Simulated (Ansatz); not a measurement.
# BaTiO3: the cost of one run

Method: DFT PBEsol, scalar-relativistic, in Ansatz 0.2.0.

### Step 1. The starting structure

Symmetry: P4/mmm, No. 123, tetragonal system. Conventional cell: a = 4.000 Å, b = 4.000 Å, c = 4.018 Å, α = 90.00°, β = 90.00°, γ = 90.00°. Around Ba (site symmetry 4/mmm) lie 12 O at 2.83 Å. Around Ti (site symmetry 4/mmm) lie 6 O at 2.00 to 2.01 Å. O (site symmetry 4/mmm) is surrounded by 2 Ti at 2.01 Å and 4 Ba at 2.83 Å. O (site symmetry mmm) is surrounded by 2 Ti at 2.00 Å and 4 Ba at 2.83 Å.

Structure file:

```
CELL_PARAMETERS angstrom
3.99980 0.00000 0.00000
0.00000 3.99980 0.00000
0.00000 0.00000 4.01800
ATOMIC_POSITIONS crystal
Ba 0.00000 0.00000 0.00000
Ti 0.50000 0.50000 0.50000
O 0.50000 0.50000 0.00000
O 0.50000 0.00000 0.50000
O 0.00000 0.50000 0.50000
```

Atoms are numbered in the order of the input: Ba1, Ti2, O3, O4, O5.

### Step 2. The deformed structure

Space group P4/mmm before, P4/mmm after.

### Step 3. All-electron LAPW

File input.yaml:

```yaml
crystal:
  lattice:
    - [3.9998, 0.0, 0.0]
    - [0.0, 3.9998, 0.0]
    - [0.0, 0.0, 3.89746]
  atoms:
    - { symbol: Ba, position: [0.0, 0.0, 0.0] }
    - { symbol: Ti, position: [0.5, 0.5, 0.5] }
    - { symbol: O, position: [0.5, 0.5, 0.0] }
    - { symbol: O, position: [0.5, 0.0, 0.5] }
    - { symbol: O, position: [0.0, 0.5, 0.5] }
kpoints:
  mp_grid: { grid: [7, 7, 7] }
  band_path:
    path:
      - [0.0, 0.0, 0.0]
      - [0.0, 0.5, 0.0]
      - [0.5, 0.5, 0.0]
      - [0.0, 0.0, 0.0]
      - [0.0, 0.0, 0.5]
      - [0.0, 0.5, 0.5]
      - [0.5, 0.5, 0.5]
      - [0.0, 0.0, 0.5]
      - [0.0, 0.5, 0.0]
    npoints: 5
scf:
  occupations: { method: fermi_dirac, width: 0.03 }
hamiltonian:
  xc: pbesol
  pseudopotentials: { kind: all_electron, lapw: { basis_error: 0.001 } }
output:
  forces: true
  stress: true
  eigenvalues: true
```

The run is started by

```sh
ansatz run input.yaml --threads 2 --pin off --max-ram 8192MiB --backend cpu --events-out ev --progress --plain --runs-dir out
```

What time and memory should one allow on 2 threads of Arm Neoverse V2, shared host?

About 45 s, with a peak of 0.64 GiB.
